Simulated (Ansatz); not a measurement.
FeO (Wuestite):

```
Fe O
1.0
     1.51882    0.87689    2.51958
    -1.51882    0.87689    2.51958
     0.00000   -1.75378    2.51958
Fe O
1 1
Direct
  0.00000 0.00000 0.00000
  0.50000 0.50000 0.50000
```

Base run:

- Program: Ansatz 0.2.0
- Functional: LDA
- Potentials or basis: all-electron LAPW, scalar-relativistic
- Cutoff: 348 eV
- Density cutoff: 1390 eV
- Basis error allowed: 0.001 eV/atom
- k mesh: 11 × 11 × 11
- Occupations: fermi-dirac, width 0.05 eV
- Spin: collinear spin, ferromagnetic start
- Starting moments: [3.0, 0.0] μB

Its results: pressure -16.4 GPa; net moment 4.00 μB per cell; site moments Fe +3.59; O +0.34 μB.

The run is repeated on the same cell with these changes: functional from LDA to PBE. What comes out?

Pressure -1.3 GPa; net moment 4.00 μB per cell; site moments Fe +3.63; O +0.32 μB.

PBE binds less tightly than LDA, so the same cell stands under more pressure.

Caveats: a cell with one magnetic atom can't hold antiferromagnetic order, which such compounds often take.

Not every run made on this cell is shown here.
